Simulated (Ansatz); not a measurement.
# Residual resistivity of an alloy: Ta(100) with 4 layers of random Ta-Mo, 2x2, part 2 of 2

Aim: the residual resistivity of a random alloy, from Ta(100) with 4 layers of random Ta-Mo, 2x2 and longer regions.

Ansatz 0.2.0; Ansatz plane-wave DFT, PBE, PAW files; ballistic transport by layer matching (Landauer), zero bias; PAW set soft_1.

So far. Step 3 (With 8 alloy layers): Over the solved energies the transmission per spin lies between 8.01 and 8.44, out of 10.2 channels of the lead on average (up to 10.5).

### Step 4. With 12 alloy layers

In 12 layers a share of 0.125 of the sites is given to Mo at random. A fresh draw is used; the growth of the resistance with length is what counts.

System of this step: Ta(100) with 12 layers of random Ta-Mo, 2x2. The cell holds 88 atoms: 82 Ta and 6 Mo. Cell: a = 6.605 Å, b = 6.605 Å, c = 36.328 Å, α = 90.0°, β = 90.0°, γ = 90.0°. It derives from Ta. Regions: lead, 40 atoms (40 Ta); scattering region, 48 atoms (42 Ta and 6 Mo). The structure is stacked along c, and the current runs across the ab planes.

Input file input.yaml:

```yaml
crystal:
  lattice:
    - [6.60512, 0.0, 0.0]
    - [0.0, 6.60512, 0.0]
    - [0.0, 0.0, 36.32816]
  atoms:
    - { symbol: Ta, position: [0.0, 0.0, 0.0227272727] }
    - { symbol: Ta, position: [0.0, 0.5, 0.0227272727] }
    - { symbol: Ta, position: [0.5, 0.0, 0.0227272727] }
    - { symbol: Ta, position: [0.5, 0.5, 0.0227272727] }
    - { symbol: Ta, position: [0.25, 0.25, 0.0681818182] }
    - { symbol: Ta, position: [0.25, 0.75, 0.0681818182] }
    - { symbol: Ta, position: [0.75, 0.25, 0.0681818182] }
    - { symbol: Ta, position: [0.75, 0.75, 0.0681818182] }
    - { symbol: Ta, position: [0.0, 0.0, 0.1136363636] }
    - { symbol: Ta, position: [0.0, 0.5, 0.1136363636] }
    - { symbol: Ta, position: [0.5, 0.0, 0.1136363636] }
    - { symbol: Ta, position: [0.5, 0.5, 0.1136363636] }
    - { symbol: Ta, position: [0.25, 0.25, 0.1590909091] }
    - { symbol: Ta, position: [0.25, 0.75, 0.1590909091] }
    - { symbol: Ta, position: [0.75, 0.25, 0.1590909091] }
    - { symbol: Ta, position: [0.75, 0.75, 0.1590909091] }
    - { symbol: Ta, position: [0.0, 0.0, 0.2045454545] }
    - { symbol: Ta, position: [0.0, 0.5, 0.2045454545] }
    - { symbol: Ta, position: [0.5, 0.0, 0.2045454545] }
    - { symbol: Ta, position: [0.5, 0.5, 0.2045454545] }
    - { symbol: Ta, position: [0.25, 0.25, 0.25] }
    - { symbol: Ta, position: [0.25, 0.75, 0.25] }
    - { symbol: Ta, position: [0.75, 0.25, 0.25] }
    - { symbol: Ta, position: [0.75, 0.75, 0.25] }
    - { symbol: Ta, position: [0.0, 0.0, 0.2954545455] }
    - { symbol: Ta, position: [0.0, 0.5, 0.2954545455] }
    - { symbol: Ta, position: [0.5, 0.0, 0.2954545455] }
    - { symbol: Ta, position: [0.5, 0.5, 0.2954545455] }
    - { symbol: Ta, position: [0.25, 0.25, 0.3409090909] }
    - { symbol: Ta, position: [0.25, 0.75, 0.3409090909] }
    - { symbol: Ta, position: [0.75, 0.25, 0.3409090909] }
    - { symbol: Ta, position: [0.75, 0.75, 0.3409090909] }
    - { symbol: Ta, position: [0.0, 0.0, 0.3863636364] }
    - { symbol: Mo, position: [0.0, 0.5, 0.3863636364] }
    - { symbol: Ta, position: [0.5, 0.0, 0.3863636364] }
    - { symbol: Ta, position: [0.5, 0.5, 0.3863636364] }
    - { symbol: Ta, position: [0.25, 0.25, 0.4318181818] }
    - { symbol: Ta, position: [0.25, 0.75, 0.4318181818] }
    - { symbol: Ta, position: [0.75, 0.25, 0.4318181818] }
    - { symbol: Mo, position: [0.75, 0.75, 0.4318181818] }
    - { symbol: Ta, position: [0.0, 0.0, 0.4772727273] }
    - { symbol: Ta, position: [0.0, 0.5, 0.4772727273] }
    - { symbol: Mo, position: [0.5, 0.0, 0.4772727273] }
    - { symbol: Ta, position: [0.5, 0.5, 0.4772727273] }
    - { symbol: Ta, position: [0.25, 0.25, 0.5227272727] }
    - { symbol: Mo, position: [0.25, 0.75, 0.5227272727] }
    - { symbol: Ta, position: [0.75, 0.25, 0.5227272727] }
    - { symbol: Ta, position: [0.75, 0.75, 0.5227272727] }
    - { symbol: Ta, position: [0.0, 0.0, 0.5681818182] }
    - { symbol: Ta, position: [0.0, 0.5, 0.5681818182] }
    - { symbol: Mo, position: [0.5, 0.0, 0.5681818182] }
    - { symbol: Ta, position: [0.5, 0.5, 0.5681818182] }
    - { symbol: Ta, position: [0.25, 0.25, 0.6136363636] }
    - { symbol: Ta, position: [0.25, 0.75, 0.6136363636] }
    - { symbol: Ta, position: [0.75, 0.25, 0.6136363636] }
    - { symbol: Ta, position: [0.75, 0.75, 0.6136363636] }
    - { symbol: Ta, position: [0.0, 0.0, 0.6590909091] }
    - { symbol: Mo, position: [0.0, 0.5, 0.6590909091] }
    - { symbol: Ta, position: [0.5, 0.0, 0.6590909091] }
    - { symbol: Ta, position: [0.5, 0.5, 0.6590909091] }
    - { symbol: Ta, position: [0.25, 0.25, 0.7045454545] }
    - { symbol: Ta, position: [0.25, 0.75, 0.7045454545] }
    - { symbol: Ta, position: [0.75, 0.25, 0.7045454545] }
    - { symbol: Ta, position: [0.75, 0.75, 0.7045454545] }
    - { symbol: Ta, position: [0.0, 0.0, 0.75] }
    - { symbol: Ta, position: [0.0, 0.5, 0.75] }
    - { symbol: Ta, position: [0.5, 0.0, 0.75] }
    - { symbol: Ta, position: [0.5, 0.5, 0.75] }
    - { symbol: Ta, position: [0.25, 0.25, 0.7954545455] }
    - { symbol: Ta, position: [0.25, 0.75, 0.7954545455] }
    - { symbol: Ta, position: [0.75, 0.25, 0.7954545455] }
    - { symbol: Ta, position: [0.75, 0.75, 0.7954545455] }
    - { symbol: Ta, position: [0.0, 0.0, 0.8409090909] }
    - { symbol: Ta, position: [0.0, 0.5, 0.8409090909] }
    - { symbol: Ta, position: [0.5, 0.0, 0.8409090909] }
    - { symbol: Ta, position: [0.5, 0.5, 0.8409090909] }
    - { symbol: Ta, position: [0.25, 0.25, 0.8863636364] }
    - { symbol: Ta, position: [0.25, 0.75, 0.8863636364] }
    - { symbol: Ta, position: [0.75, 0.25, 0.8863636364] }
    - { symbol: Ta, position: [0.75, 0.75, 0.8863636364] }
    - { symbol: Ta, position: [0.0, 0.0, 0.9318181818] }
    - { symbol: Ta, position: [0.0, 0.5, 0.9318181818] }
    - { symbol: Ta, position: [0.5, 0.0, 0.9318181818] }
    - { symbol: Ta, position: [0.5, 0.5, 0.9318181818] }
    - { symbol: Ta, position: [0.25, 0.25, 0.9772727273] }
    - { symbol: Ta, position: [0.25, 0.75, 0.9772727273] }
    - { symbol: Ta, position: [0.75, 0.25, 0.9772727273] }
    - { symbol: Ta, position: [0.75, 0.75, 0.9772727273] }
kpoints:
  mp_grid: { grid: [4, 4, 1] }
hamiltonian:
  xc: pbe
  pseudopotentials: { kind: paw, azcp: { folder: soft_1 } }
scf:
  occupations: { method: fermi_dirac, width: 0.1 }
output:
  transmission: { leads: [[0, 4]], kmesh: [8, 8], e_range: [-0.05, 0.05], de: 0.05 }
  write_potential: true
  write_density: true
  volumetric_format: npy
```

Run with:

```sh
> ansatz run input.yaml --threads 4 --pin off --max-ram 15360MiB --backend cpu --events-out ev --progress --plain --runs-dir out
```

Numbers of over 12 decimals in the logs are rounded to 6 here.

What it wrote:

```text
[...]
Crystal: 88 atoms, lattice volume = 1584.911 Å³
Basis set: ecut = 420 eV, 30897 PW (Γ)
Bands: 690, of which v1, the nominal top of the filled ones, is band 575 counted from 1 (574 counted from 0)
Symmetry: 1 space group operations
[...]
k-points: 10 of 16 (time reversal used)
[...]
SCF iter   1: F=—  HF=-844349.982296 eV  |F-HF|=—  |Δ(HF+E_count)|=         —  Δρ=1.06e-1  dr2=3.48e3  ethr=3.10e-3  ⟨swp⟩=6.7  Hψ=28254  notcnv=0  defer=18
[...]
SCF iter  10: F=-844264.367995 eV  HF=-844264.367995 eV  |F-HF|=1.16e-9  |Δ(HF+E_count)|=   1.39e-7  Δρ=2.55e-7  dr2=1.65e-9  ethr=8.70e-12  ⟨swp⟩=15.9  Hψ=32747  notcnv=0
SCF 1 converged in 10 iterations: F = -844264.367995 eV  dr2 = 1.65e-9
[...]
transmission: 228 of 2278 steps passed
transmission: 456 of 2278 steps passed
[...]
transmission: 2278 of 2278 steps passed
SCF converged after 10 iterations
Free energy (F): -844264.367995 eV
[...]
Internal energy: -844260.799096 eV  (E = F + TS)
E sigma→0 (E₀):  -844262.583545 eV
Entropy (-TS):   -3.568899 eV (-40.556 meV/atom)
Fermi energy:    18.443203 eV
[...]
--- Band table (eV; the first three rows and the last of 10) ---
  k-point 0: bands = [... 571 lower, 19.0950, 19.1021, 19.1205, 19.1253, 19.1270, 19.1277, 19.1313, 19.1347, ... 111 higher]
  k-point 1: bands = [... 571 lower, 18.7601, 18.7634, 18.7706, 18.7785, 18.7847, 18.7985, 18.8063, 18.8243, ... 111 higher]
  k-point 2: bands = [... 571 lower, 18.2544, 18.2692, 18.2735, 18.4070, 18.4203, 18.4248, 18.4359, 18.4680, ... 111 higher]
  k-point 9: bands = [... 571 lower, 17.6970, 17.7002, 17.7033, 17.7528, 17.7543, 17.7649, 17.7669, 17.7881, ... 111 higher]
--- Transmission ---
  basis      : 377 plane waves across, 67 finite elements along
  points     : 34, standing for a mesh of 8 x 8
[...]
channels       : 1.048438e1 a spin
[...]
junction   : crystal 0 to crystal 0, 0.95 to 35.63 Å
    transmission   : 7.686669e0 a spin
[...]
```

Elapsed: 50 min, on 4 threads of Arm Neoverse V1, shared host; peak memory 8.8 GiB; 2.9 h of CPU time.

This step gave:

| Item | Value |
| --- | --- |
| free energy | -844264.3680 eV |
| energy at zero smearing | -844262.5835 eV |
| Fermi energy | 18.44 eV |
| transmission per spin nearest the Fermi level | 7.687 |
| step of the lead's potential | 1.9 meV |

Per spin. The transmission, zone mean by energy, zero at the Fermi level:

| energy (eV) | transmission, zone mean |
| --- | --- |
| -0.0500 | 7.91 |
| 0.0000 | 7.69 |
| 0.0500 | 7.30 |

Over the solved energies the transmission per spin lies between 7.30 and 7.91, out of 10.2 channels of the lead on average (up to 10.5).

### Step 5. The fit

This step: Ansatz plane-wave DFT, PBE, PAW files; ballistic transport by layer matching (Landauer), zero bias; residual resistivity from the slope of the area resistance, atoms on the host's lattice; PAW set soft_1 (Ansatz 0.2.0).

This step gave:

| Property | Result |
| --- | --- |
| resistivity | 8.710 µΩ cm |
| intercept | 0.01363 fΩ m² |
| scatter about the fit | 3.58e-4 fΩ m² |

Resistance, by row:

```csv
run,length (Å),T,channels N,RA (fΩ m²)
n4,6.605,9.075,10.26,0.07141
n8,13.21,8.287,10.21,0.1282
n12,19.82,7.632,10.21,0.1865
```

Area resistance against length of the alloy:

```
length of the alloy (Å)  area resistance (fΩ m²)
                   6.61                   0.0714
                  13.21                    0.128
                  19.82                    0.186
```

The area resistance goes from 0.071 to 0.19 fΩ m² between 6.6 and 19.8 Å, a slope of 8.7 µΩ cm.

By hand from the end points: (0.1865 − 0.07141) fΩ m² / (19.82 − 6.61) Å = 8.7 µΩ cm, since 1 fΩ m² per Å is 1000 µΩ cm.

### Step 6. Summary of results

```yaml
resistivity_from_the_slope: 8.71 µΩ cm
area_resistance_over_6p61_a: 0.0714 fΩ m²
area_resistance_over_13p2_a: 0.128 fΩ m²
area_resistance_over_19p8_a: 0.186 fΩ m²
```

The slope gives 8.7 µΩ cm. The points scatter by 3.6e-4 fΩ m² about the line, with one random draw a length in a 2x2 cell, so the slope is a rough value. Read with a model of isotropic scattering on a spherical Fermi surface and the lead's 1.8×10¹⁵ S/m², this slope means a mean free path near 52 Å; over these lengths the model's slope is 1.10 times its bulk resistivity, which would be 7.9 µΩ cm. The draw over the shortest length came out nearly ordered, with 32 symmetry operations, so that point is a poor sample of a random alloy. The atoms sit on the host's lattice, so scattering by size misfit is left out. Spin-orbit coupling is left out, which matters for Ta.

[Logs are printed without paths, hosts, clocks, repeated set-up lines and the standing remarks that a program may print on its own settings, such as how far it seeks lower states.]

[Hosts, paths, dates, database ids (printed as entryN), source tags and the programs' standing remarks are cut or masked in the printed files.]
